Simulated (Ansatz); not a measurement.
# Gallium, alpha-Ga (Cmce) under LDA: convergence with the plane-wave cutoff

A convergence test of the plane-wave cutoff. The geometry was relaxed under LDA beforehand and stays fixed; 9 values are run, from 150 to 800 eV. Wanted are the values from which on the energy stays within 10 and 1 meV/atom, and the pressure within 0.5 GPa, of the last run. Within the series other settings stay, but some runs also write fields, which adds to their time. Spin polarisation is left out.

Method: DFT LDA, plane waves with PAW, scalar-relativistic, in Ansatz 0.2.0.

### 1 The structure to begin with

It takes space group Cmce (No. 64, orthorhombic). Conventional cell: a = 4.436 Å, b = 7.484 Å, c = 4.425 Å, α = 90.00°, β = 90.00°, γ = 90.00°. Ga (site symmetry m) is surrounded by 7 Ga at 2.45 to 2.74 Å.

Coordinates:

```cif
data_structure
_symmetry_space_group_name_H-M 'Cmce'
_symmetry_Int_Tables_number 64
_cell_length_a 4.4358
_cell_length_b 7.4838
_cell_length_c 4.4250
_cell_angle_alpha 90.000
_cell_angle_beta 90.000
_cell_angle_gamma 90.000
_cell_volume 146.89
loop_
_atom_site_label
_atom_site_type_symbol
_atom_site_symmetry_multiplicity
_atom_site_Wyckoff_symbol
_atom_site_fract_x
_atom_site_fract_y
_atom_site_fract_z
_atom_site_occupancy
Ga1 Ga 8 f 0.50000 0.65564 0.08594 1
```

### 2 The usual settings first

Contents of input.yaml:

```yaml
crystal:
  lattice:
    - [2.2178908173, -3.7419137528, 0.0]
    - [2.2178908173, 3.7419137528, 0.0]
    - [0.0, 0.0, 4.4249628129]
  atoms:
    - { symbol: Ga, position: [0.8443628362, 0.1556371638, 0.0859373133] }
    - { symbol: Ga, position: [0.6556371638, 0.3443628362, 0.5859373133] }
    - { symbol: Ga, position: [0.1556371638, 0.8443628362, 0.9140626867] }
    - { symbol: Ga, position: [0.3443628362, 0.6556371638, 0.4140626867] }
hamiltonian:
  xc: lda
  pseudopotentials:
    kind: paw
    azcp:
      Ga: "pseudopotentials/Ga.paw.azcp"
basis:
  ecutwfc: 420
  fft_grid_basis: typed
kpoints:
  mp_grid: { grid: [11, 11, 10], shift: [0, 0, 0] }
magnetization:
  spin_polarized: false
scf:
  occupations: { method: fermi_dirac, width: 0.1 }
  lower_state_search: "off"
output:
  stress: true
```

Started as:

```bash
$ ansatz run input.yaml --threads 2 --pin off --max-ram 5120MiB --backend cpu --events-out ev --progress --plain --runs-dir out
```

Standard output (excerpt; [...] marks lines left out):

```text
Warning: <dir> the record states the generating functional pbe (its physics header spells it `PBE`), which answers neither for hamiltonian.xc's functional nor for the lda family's — results may be inconsistent (PPs are generated against a specific XC)
Warning: RAYON_NUM_THREADS=2 ignored (pool sized by the plan → 2); use --threads N
[...]
Pseudopotentials: kind: paw
Pseudopotential: Ga, paw, valence charge 13, recommended cutoff 420 eV (normal), <dir>
Functional definition: SPW92
[...]
Crystal: 4 atoms, lattice volume = 73.447 Å³
Basis set: ecut = 420 eV, 1477 PW (Γ)
Bands: 30, of which v1, the nominal top of the filled ones, is band 26 counted from 1 (25 counted from 0)
Symmetry: 8 space group operations
Space group: Cmce (ITA 64), of the structure as read, at distance tolerance 4.2e-5 Å
k-points: 216 of 1210
[...]
SCF iter   1: F=—  HF=-14827.941489 eV  |F-HF|=—  |Δ(HF+E_count)|=         —  Δρ=5.84e-3  dr2=8.36e-3  ethr=1.77e-3  ⟨swp⟩=5.5  Hψ=23417  notcnv=0
[...]
SCF iter   7: F=-14827.938197 eV  HF=-14827.938197 eV  |F-HF|=4.44e-9  |Δ(HF+E_count)|=   1.03e-8  Δρ=3.53e-6  dr2=1.31e-8  ethr=1.92e-10  ⟨swp⟩=4.2  Hψ=24632  notcnv=0
[...]
SCF converged after 7 iterations
Free energy (F): -14827.938197 eV
[...]
E sigma→0 (E₀):  -14827.925174 eV
Entropy (-TS):   -0.026045 eV (-6.511 meV/atom)
Fermi energy:    9.503603 eV
[...]
--- Stress (GPa, compression-positive) ---
       -0.002027       0.000000      -0.000000
        0.000000       0.099678       0.000000
       -0.000000       0.000000       0.013399
  P = ⅓ Tr σ = 0.0370 GPa (0.370 kbar)
```

It took 12 s on 2 threads of Arm Neoverse V2, shared host; peak memory 0.56 GiB.

### 3 Cutoff 150 eV

The run at 150 eV.

Edit input.yaml of step 2 so:

```diff
@@ -17,6 +17,6 @@
 basis:
-  ecutwfc: 420
+  ecutwfc: 150
   fft_grid_basis: typed
 kpoints:
-  mp_grid: { grid: [11, 11, 10], shift: [0, 0, 0] }
+  mp_grid: { grid: [8, 8, 7], shift: [0, 0, 0] }
 magnetization:
```

Started as:

```bash
$ ansatz run input.yaml --threads 2 --pin off --max-ram 5120MiB --backend cpu --events-out ev --progress --plain --runs-dir out
```

Standard output (excerpt; [...] marks lines left out):

```text
Warning: basis.ecutwfc = 150 eV is below the records' recommended 420 eV, and the density's cutoff is lower with it unless basis.ecutrho_ratio is high enough to keep the records' density cutoff: compare with a run at a higher cutoff
Warning: <dir> the record states the generating functional pbe (its physics header spells it `PBE`), which answers neither for hamiltonian.xc's functional nor for the lda family's — results may be inconsistent (PPs are generated against a specific XC)
Warning: RAYON_NUM_THREADS=2 ignored (pool sized by the plan → 2); use --threads N
[...]
Pseudopotentials: kind: paw
Pseudopotential: Ga, paw, valence charge 13, recommended cutoff 420 eV (normal), <dir>
Functional definition: SPW92
[...]
Crystal: 4 atoms, lattice volume = 73.447 Å³
Basis set: ecut = 150 eV, 315 PW (Γ)
Bands: 30, of which v1, the nominal top of the filled ones, is band 26 counted from 1 (25 counted from 0)
Symmetry: 8 space group operations
Space group: Cmce (ITA 64), of the structure as read, at distance tolerance 4.2e-5 Å
k-points: 84 of 448
[...]
SCF iter   1: F=—  HF=-14735.109951 eV  |F-HF|=—  |Δ(HF+E_count)|=         —  Δρ=2.79e-1  dr2=2.50e1  ethr=1.77e-3  ⟨swp⟩=4.7  Hψ=8958  notcnv=0
[...]
SCF iter   7: F=-14679.501247 eV  HF=-14679.501247 eV  |F-HF|=1.63e-9  |Δ(HF+E_count)|=   1.34e-7  Δρ=3.09e-6  dr2=8.11e-9  ethr=1.92e-10  ⟨swp⟩=3.8  Hψ=7403  notcnv=0
[...]
SCF converged after 7 iterations
Free energy (F): -14679.501247 eV
[...]
E sigma→0 (E₀):  -14679.485517 eV
Entropy (-TS):   -0.031460 eV (-7.865 meV/atom)
Fermi energy:    8.795395 eV
[...]
--- Stress (GPa, compression-positive) ---
       -0.139997       0.000000      -0.000000
        0.000000      -8.025610      -0.000000
       -0.000000      -0.000000       0.954298
  P = ⅓ Tr σ = -2.4038 GPa (-24.038 kbar)
```

Wall time 1.6 s (2 threads of Arm Neoverse V2, shared host); peak memory 0.3 GiB.

### 4 Cutoff 200 eV

The run at 200 eV.

Edit input.yaml of step 3 so:

```diff
@@ -17,3 +17,3 @@
 basis:
-  ecutwfc: 150
+  ecutwfc: 200
   fft_grid_basis: typed
```

Started as:

```bash
$ ansatz run input.yaml --threads 2 --pin off --max-ram 5120MiB --backend cpu --events-out ev --progress --plain --runs-dir out
```

Standard output (excerpt; [...] marks lines left out):

```text
Warning: basis.ecutwfc = 200 eV is below the records' recommended 420 eV, and the density's cutoff is lower with it unless basis.ecutrho_ratio is high enough to keep the records' density cutoff: compare with a run at a higher cutoff
Warning: <dir> the record states the generating functional pbe (its physics header spells it `PBE`), which answers neither for hamiltonian.xc's functional nor for the lda family's — results may be inconsistent (PPs are generated against a specific XC)
Warning: RAYON_NUM_THREADS=2 ignored (pool sized by the plan → 2); use --threads N
[...]
Pseudopotentials: kind: paw
Pseudopotential: Ga, paw, valence charge 13, recommended cutoff 420 eV (normal), <dir>
Functional definition: SPW92
[...]
Crystal: 4 atoms, lattice volume = 73.447 Å³
Basis set: ecut = 200 eV, 455 PW (Γ)
Bands: 30, of which v1, the nominal top of the filled ones, is band 26 counted from 1 (25 counted from 0)
Symmetry: 8 space group operations
Space group: Cmce (ITA 64), of the structure as read, at distance tolerance 4.2e-5 Å
k-points: 84 of 448
[...]
SCF iter   1: F=—  HF=-14804.388511 eV  |F-HF|=—  |Δ(HF+E_count)|=         —  Δρ=7.74e-2  dr2=1.75e0  ethr=1.77e-3  ⟨swp⟩=4.5  Hψ=8176  notcnv=0
[...]
SCF iter   7: F=-14795.264445 eV  HF=-14795.264445 eV  |F-HF|=9.13e-9  |Δ(HF+E_count)|=   2.54e-8  Δρ=4.99e-6  dr2=8.90e-9  ethr=1.38e-10  ⟨swp⟩=2.0  Hψ=7813  notcnv=0
[...]
SCF converged after 7 iterations
Free energy (F): -14795.264445 eV
[...]
E sigma→0 (E₀):  -14795.249235 eV
Entropy (-TS):   -0.030419 eV (-7.605 meV/atom)
Fermi energy:    9.302011 eV
[...]
--- Stress (GPa, compression-positive) ---
        1.466959       0.000000      -0.000000
        0.000000       1.536922       0.000000
       -0.000000       0.000000       1.864054
  P = ⅓ Tr σ = 1.6226 GPa (16.226 kbar)
```

It took 2.3 s on 2 threads of Arm Neoverse V2, shared host; peak memory 0.32 GiB.

### 5 Cutoff 250 eV

The run at 250 eV.

Edit input.yaml of step 4 so:

```diff
@@ -17,3 +17,3 @@
 basis:
-  ecutwfc: 200
+  ecutwfc: 250
   fft_grid_basis: typed
@@ -28 +28,5 @@
   stress: true
+  write_density: true
+  write_potential: true
+  elf: true
+  volumetric_format: npy
```

Started as:

```bash
$ ansatz run input.yaml --threads 2 --pin off --max-ram 5120MiB --backend cpu --events-out ev --progress --plain --runs-dir out
```

Standard output (excerpt; [...] marks lines left out):

```text
Warning: basis.ecutwfc = 250 eV is below the records' recommended 420 eV, and the density's cutoff is lower with it unless basis.ecutrho_ratio is high enough to keep the records' density cutoff: compare with a run at a higher cutoff
Warning: <dir> the record states the generating functional pbe (its physics header spells it `PBE`), which answers neither for hamiltonian.xc's functional nor for the lda family's — results may be inconsistent (PPs are generated against a specific XC)
Warning: RAYON_NUM_THREADS=2 ignored (pool sized by the plan → 2); use --threads N
[...]
Pseudopotentials: kind: paw
Pseudopotential: Ga, paw, valence charge 13, recommended cutoff 420 eV (normal), <dir>
Functional definition: SPW92
[...]
Crystal: 4 atoms, lattice volume = 73.447 Å³
Basis set: ecut = 250 eV, 655 PW (Γ)
Bands: 32, of which v1, the nominal top of the filled ones, is band 26 counted from 1 (25 counted from 0)
Symmetry: 8 space group operations
Space group: Cmce (ITA 64), of the structure as read, at distance tolerance 4.2e-5 Å
k-points: 84 of 448
[...]
SCF iter   1: F=—  HF=-14823.586552 eV  |F-HF|=—  |Δ(HF+E_count)|=         —  Δρ=1.60e-2  dr2=6.25e-2  ethr=1.77e-3  ⟨swp⟩=4.9  Hψ=9093  notcnv=0
[...]
SCF iter   6: F=-14822.807888 eV  HF=-14822.807888 eV  |F-HF|=1.12e-8  |Δ(HF+E_count)|=   1.46e-6  Δρ=7.18e-6  dr2=2.59e-8  ethr=1.92e-10  ⟨swp⟩=6.5  Hψ=17395  notcnv=0
[...]
SCF converged after 6 iterations
Free energy (F): -14822.807888 eV
[...]
E sigma→0 (E₀):  -14822.792798 eV
Entropy (-TS):   -0.030180 eV (-7.545 meV/atom)
Fermi energy:    9.495909 eV
[...]
--- Stress (GPa, compression-positive) ---
        1.078466       0.000000      -0.000000
        0.000000       1.185282       0.000000
       -0.000000       0.000000      -0.106343
  P = ⅓ Tr σ = 0.7191 GPa (7.191 kbar)
--- Band table (eV; the first three rows and the last of 84) ---
[...]
```

Wall time 3.2 s (2 threads of Arm Neoverse V2, shared host); peak memory 0.34 GiB.

### 6 Cutoff 300 eV

The run at 300 eV.

Edit input.yaml of step 5 so:

```diff
@@ -17,3 +17,3 @@
 basis:
-  ecutwfc: 250
+  ecutwfc: 300
   fft_grid_basis: typed
@@ -28,5 +28 @@
   stress: true
-  write_density: true
-  write_potential: true
-  elf: true
-  volumetric_format: npy
```

Started as:

```bash
$ ansatz run input.yaml --threads 2 --pin off --max-ram 5120MiB --backend cpu --events-out ev --progress --plain --runs-dir out
```

Standard output (excerpt; [...] marks lines left out):

```text
Warning: basis.ecutwfc = 300 eV is below the records' recommended 420 eV, and the density's cutoff is lower with it unless basis.ecutrho_ratio is high enough to keep the records' density cutoff: compare with a run at a higher cutoff
Warning: <dir> the record states the generating functional pbe (its physics header spells it `PBE`), which answers neither for hamiltonian.xc's functional nor for the lda family's — results may be inconsistent (PPs are generated against a specific XC)
Warning: RAYON_NUM_THREADS=2 ignored (pool sized by the plan → 2); use --threads N
[...]
Pseudopotentials: kind: paw
Pseudopotential: Ga, paw, valence charge 13, recommended cutoff 420 eV (normal), <dir>
Functional definition: SPW92
[...]
Crystal: 4 atoms, lattice volume = 73.447 Å³
Basis set: ecut = 300 eV, 873 PW (Γ)
Bands: 30, of which v1, the nominal top of the filled ones, is band 26 counted from 1 (25 counted from 0)
Symmetry: 8 space group operations
Space group: Cmce (ITA 64), of the structure as read, at distance tolerance 4.2e-5 Å
k-points: 84 of 448
[...]
SCF iter   1: F=—  HF=-14827.490101 eV  |F-HF|=—  |Δ(HF+E_count)|=         —  Δρ=5.47e-3  dr2=7.84e-3  ethr=1.77e-3  ⟨swp⟩=5.7  Hψ=8813  notcnv=0
[...]
SCF iter   7: F=-14827.449401 eV  HF=-14827.449401 eV  |F-HF|=2.41e-8  |Δ(HF+E_count)|=   1.15e-7  Δρ=9.42e-6  dr2=7.35e-8  ethr=1.92e-10  ⟨swp⟩=2.4  Hψ=9853  notcnv=0
[...]
SCF converged after 7 iterations
Free energy (F): -14827.449401 eV
[...]
E sigma→0 (E₀):  -14827.434392 eV
Entropy (-TS):   -0.030016 eV (-7.504 meV/atom)
Fermi energy:    9.548603 eV
[...]
--- Stress (GPa, compression-positive) ---
        0.658549       0.000000      -0.000000
        0.000000       0.326127       0.000000
       -0.000000       0.000000       0.499988
  P = ⅓ Tr σ = 0.4949 GPa (4.949 kbar)
```

It took 3.2 s on 2 threads of Arm Neoverse V2, shared host; peak memory 0.35 GiB.

[end of part 1 of 2]
